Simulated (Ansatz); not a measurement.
Strain and the gap of ZnS (F-43m)

A 2-atom cell of ZnS started from a crystallographic database, relaxed with r2SCAN in the PAW code Ansatz. Space group F-43m (No. 216), cubic; conventional cell a = 5.388 Å, 19.55 Å³ an atom. Zn is surrounded by 4 S at 2.33 Å; S is surrounded by 4 Zn at 2.33 Å.

The axes x, y and z are those of this cell:
```
Zn S
1.0
     0.00000    2.69410    2.69410
     2.69410    0.00000    2.69410
     2.69410    2.69410    0.00000
Zn S
1 1
Direct
  0.25000 0.25000 0.25000
  0.00000 0.00000 0.00000
```

Unstrained: PBE gives a direct gap of 2.147 eV at Γ. With r2SCAN the gap is 2.705 eV and direct, at Γ. The HSE06 gap is direct at Γ: 3.378 eV. Meshes: PBE 8×8×8, r2SCAN 8×8×8, HSE06 6×6×6. Strains are changes of length per length. After each strain the atoms were relaxed again with r2SCAN within the symmetry that the strain leaves, so tilts or polar shifts that break it weren't tested; points keep the names that they have in the unstrained zone. Calculated for a static, non-magnetic cell.

Changes of the least gap in eV (an overlap counts as a negative gap):

| strain | volume change (%) | space group | PBE | r2SCAN | HSE06 | energy rise, r2SCAN (meV/atom) |
| --- | --- | --- | --- | --- | --- | --- |
| biaxial -5.6 % in x and y, z held | -10.9 | I-4m2 | +0.424 | +0.454 | +0.459 | 75.5 |
| isotropic +2.78 % on every length | +8.6 | F-43m | -0.350 | -0.371 | -0.387 | 30.1 |

Biaxial -5.6 % in x and y, z held. HSE06: the gap goes from 3.378 to 3.837 eV (+0.459 eV); with r2SCAN the top three valence levels at Γ, degenerate before, become 2+1 from the top over 260 meV. Stress change with r2SCAN, compression positive: xx +12.38, yy +12.38, zz +9.88 GPa.

Isotropic +2.78 % on every length. HSE06: the gap goes from 3.378 to 2.991 eV (-0.387 eV). Stress change with r2SCAN, compression positive: xx -5.42, yy -5.42, zz -5.42 GPa. For HSE06, dE_g/d ln V = -4.7 eV over this step.

The meshes of the hybrids are coarse, so their gaps aren't converged to the digits shown.

The splittings at Γ are without spin-orbit coupling, which regroups them where it is of like size or larger.
